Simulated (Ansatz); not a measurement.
**HfO2 — quadrupolar parameters**

The cell is a computed structure from the Materials Project (it need not be an observed phase), its atoms then relaxed with PBE in this cell.

Space group P2_1/c (No. 14); a = 5.0942, b = 5.1506, c = 5.2762 Å, β = 99.56°.

| site | Wyckoff | site symmetry | x | y | z |
| --- | --- | --- | --- | --- | --- |
| Hf | 4e | 1 | 0.2773 | 0.4582 | 0.7079 |
| O5 | 4e | 1 | 0.4450 | 0.7414 | 0.9814 |
| O9 | 4e | 1 | 0.0741 | 0.3421 | 0.3364 |

One atom of each set is listed.

Method: Kohn–Sham DFT in Ansatz, PBE, plane waves and PAW (field gradients read without the response of the frozen cores, which leaves them typically 4 to 6 % off), scalar-relativistic, 420 eV cutoff, Γ-centred 5×5×5 k-points, Fermi–Dirac smearing 0.02 eV.

Conventions: |V_zz| ≥ |V_yy| ≥ |V_xx|, η = (V_xx − V_yy)/V_zz, C_Q = eQV_zz/h.

¹⁷⁹Hf: I = 9/2, Q = 3793 mb; O-17: I = 5/2, Q = -25.58 mb. Quadrupole moments are those of Pyykkö's year-2017 table.

```json
{"site": "Hf", "atoms": "4", "first shell": "7 O at 2.04–2.23 Å", "V_zz (10²¹ V/m²)": "11.71", "η": "0.18", "C_Q (MHz)": "1074"}
{"site": "O5", "atoms": "4", "first shell": "4 Hf at 2.13–2.23 Å", "V_zz (10²¹ V/m²)": "1.12", "η": "0.92", "C_Q (MHz)": "-0.692"}
{"site": "O9", "atoms": "4", "first shell": "3 Hf at 2.04–2.14 Å", "V_zz (10²¹ V/m²)": "-1.39", "η": "0.84", "C_Q (MHz)": "0.859"}
```

At this cell the PBE pressure is 8 GPa, so with PBE the cell would grow if it were relaxed. The entry's cell may itself be off. Without spin–orbit coupling the gradients at and beside Hf can be off by some per cent, at some sites by more.

The relaxation (5 steps) took 79 s of wall time (79 s of CPU time) and 0.73 GiB at its peak, on 1 thread of AMD EPYC 9R14 (Zen 4) (x86_64; 16 cores open to the job, memory cap 3.0 GiB, no GPU), a shared host with a load of 0.2 a core.
